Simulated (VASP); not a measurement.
Here is a VASP 6.6.1 calculation.

Contents of INCAR:

```
SYSTEM = C62N
ALGO = Normal
EDIFF = 1E-7
ENCUT = 420
GGA = PE
ISIF = 2
ISMEAR = 0
ISPIN = 2
ISYM = 0
LASPH = .TRUE.
LCHARG = .FALSE.
LDMATRIX = .TRUE.
LEFG = .TRUE.
LHYPERFINE = .TRUE.
LORBIT = 11
LREAL = .FALSE.
LWAVE = .FALSE.
MAGMOM = 0 0 0 0 0 0 0 0 0 0 0 0 0 0 0 0 0 0 0 0 0 0 0 0 0 0 0.66 0 0 0 0 0 0 0 0 0 0 0 0 0 0 0 0 0 0.66 0 0 0 0 0 0 0 0 0 0.66 0 0 0 0 0 0 0 0
NCORE = 4
NELECT = 254
NELM = 100
NGYROMAG = 3.0777 10.7084
NUPDOWN = 2
PREC = Accurate
QUAD_EFG = 20.44 0
SIGMA = 0.01
```

KPOINTS

```
k-points
0
G
  2 2 2
  0 0 0
```

File POSCAR:

```
C62N                                    
1.0
    7.1440000000      0.0000000000      0.0000000000
    0.0000000000      7.1440000000      0.0000000000
    0.0000000000      0.0000000000      7.1440000000
  N               C             
     1    62
Direct
     0.1360959471689384    0.1360959561600459    0.1360959606941838
     0.0057344852256111    0.2496638311504283    0.2496638236462532
     0.1253175389284083    0.3764635728803357    0.3764635728567607
     0.2496638321788625    0.0057344881658951    0.2496638339053383
     0.3764635834205963    0.1253175458652817    0.3764635852737306
     0.2496638304399088    0.2496638396491346    0.0057344869731819
     0.3764635768234710    0.3764635793297409    0.1253175422003180
     0.9998580989902536    0.9998581049887300    0.4998737265562598
     0.1244535485910993    0.1244535411862488    0.6260933014437404
     0.9985137740762913    0.2472051210019012    0.7519823760895015
     0.1237378312941233    0.3727683316259052    0.8771620984175106
     0.2472051129092271    0.9985137719420865    0.7519823779888350
     0.3727683409699320    0.1237378233939028    0.8771620964312937
     0.2500465492356773    0.2500465548230681    0.5012957371089036
     0.3748406126258449    0.3748406044136783    0.6258979802200767
     0.9998581073585739    0.4998737390534355    0.9998581112709695
     0.1244535324421981    0.6260932868183270    0.1244535277483264
     0.9985137736903340    0.7519823690835882    0.2472051158662769
     0.1237378314033771    0.8771620968276300    0.3727683335237412
     0.2500465455084299    0.5012957384134010    0.2500465473937318
     0.3748406029653413    0.6258979771372708    0.3748406019133375
     0.2472051192021359    0.7519823621289784    0.9985137669121331
     0.3727683404804285    0.8771620958792329    0.1237378281286536
     0.0000423314341535    0.4999715064370847    0.4999715066263638
     0.1239638543328802    0.6240453354076867    0.6240453375001341
     0.0006124106094771    0.7503983724319796    0.7503983640871004
     0.1300524857591317    0.8662967686731537    0.8662967691336183
     0.2496004729420817    0.4991032723632932    0.7510634025729654
     0.3751777848135348    0.6244330058225093    0.8756812991193198
     0.2496004615524357    0.7510634055184610    0.4991032680904143
     0.3751777826553394    0.8756812978326717    0.6244330076362571
     0.4998737263084020    0.9998581021558033    0.9998580989032162
     0.6260932960381738    0.1244535423911338    0.1244535439098222
     0.5012957336127821    0.2500465565238444    0.2500465537851875
     0.6258979797319933    0.3748406060901314    0.3748406145869839
     0.7519823760094305    0.9985137717104485    0.2472051123588752
     0.8771620939339676    0.1237378222630127    0.3727683369236284
     0.7519823656681776    0.2472051225074872    0.9985137664987015
     0.8771620930104048    0.3727683376352916    0.1237378292988931
     0.4999715039827473    0.0000423306109064    0.4999715096283081
     0.6240453458391096    0.1239638505888871    0.6240453440320536
     0.4991032551697111    0.2496004719546596    0.7510633942763418
     0.6244330086627493    0.3751777853316284    0.8756813038019844
     0.7503983775293720    0.0006124115527342    0.7503983737875748
     0.8662967752506963    0.1300524757433299    0.8662967780584504
     0.7510633925903772    0.2496004733742658    0.4991032574888081
     0.8756812988964803    0.3751777821394022    0.6244330064554293
     0.4999715059352781    0.4999715103575270    0.0000423376664284
     0.6240453364528097    0.6240453338998339    0.1239638513373895
     0.4991032631347093    0.7510634049773001    0.2496004582172606
     0.6244330083410066    0.8756813009397901    0.3751777852579542
     0.7510633999672363    0.4991032703876330    0.2496004729918544
     0.8756812956733008    0.6244330043764089    0.3751777835387772
     0.7503983655458087    0.7503983710278805    0.0006124068063914
     0.8662967634263944    0.8662967651137949    0.1300524808233560
     0.5001362430420865    0.5001362313190471    0.5001362417882458
     0.6250677091054717    0.6250677118964508    0.6250677064687710
     0.4997273623174462    0.7501016043430411    0.7501015998847264
     0.6251175593711967    0.8749171210323815    0.8749171219262115
     0.7501016039681615    0.4997273600613257    0.7501016002111558
     0.8749171347551077    0.6251175498182622    0.8749171293140379
     0.7501016035899760    0.7501016036765623    0.4997273581700780
     0.8749171231113374    0.8749171177947079    0.6251175544738730
```

Potentials or basis: VASP PAW PBE potentials, release 64 (N, C).

Run with:

```bash
$ cat potpaw_PBE.64/N/POTCAR potpaw_PBE.64/C/POTCAR > POTCAR
$ mpirun -np 8 vasp_std > vasp.out
```

(1) Predict the largest force.

## Answers

(1) 0.009 eV/Å.

Caveat: the k mesh is coarse (spacing up to 0.44 Å⁻¹), so the values aren't converged; the cell carries a net charge on a neutralising background, which shifts energy and pressure; the total moment is fixed, so each spin has its own Fermi level.
